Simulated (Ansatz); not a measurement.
# Ca3Fe: the cost of one run

Program: Ansatz 0.2.0. Level of theory: DFT PBE, scalar-relativistic, plane waves, PAW. These are calculated values, not measurements.

### 1 The structure to begin with

Symmetry: Pm-3m, No. 221, cubic system. The conventional cell has a = 4.942 Å, b = 4.942 Å, c = 4.942 Å, α = 90.00°, β = 90.00°, γ = 90.00°. Ca (site symmetry 4/mmm) has 2 Fe at 2.47 Å as nearest neighbours. Around Fe (site symmetry m-3m) lie 6 Ca at 2.47 Å.

Coordinates:

```
CELL_PARAMETERS angstrom
4.94162 0.00000 0.00000
0.00000 4.94162 0.00000
0.00000 0.00000 4.94162
ATOMIC_POSITIONS crystal
Ca 0.50000 0.00000 0.00000
Ca 0.00000 0.50000 0.00000
Ca 0.00000 0.00000 0.50000
Fe 0.00000 0.00000 0.00000
```

(A quick probe on a coarse mesh, which set the mesh and smearing, is not shown.)

### 3 Coarse relaxation

Input file input.yaml:

```yaml
crystal:
  lattice:
    - [4.9416224767, 0.0, 0.0]
    - [0.0, 4.9416224767, 0.0]
    - [0.0, 0.0, 4.9416224767]
  atoms:
    - { symbol: Ca, position: [0.5, 0.0, 0.0] }
    - { symbol: Ca, position: [0.0, 0.5, 0.0] }
    - { symbol: Ca, position: [0.0, 0.0, 0.5] }
    - { symbol: Fe, position: [0.0, 0.0, 0.0], spin: 1.05 }
basis:
  ecutwfc: 420
kpoints:
  mp_grid: { grid: [4, 4, 4] }
hamiltonian:
  xc: pbe
scf:
  occupations: { method: gaussian, width: 0.1 }
  lower_state_search: "off"
output:
  forces: true
  stress: true
  eigenvalues: true
  populations: true
magnetization:
  spin_polarized: true
relax:
  adjacent_minimum: "off"
  f_tol: 0.04
  max_steps: 70
  cell: { stress_tol: 0.4 }
```

Command:

```
ansatz run input.yaml --threads 1 --pin off --max-ram 2560MiB --backend cpu --events-out ev --progress --plain --runs-dir out
```

What time and memory should one allow on 1 thread of Arm Neoverse V2, shared host?

About 50 s, with a peak of 0.44 GiB.
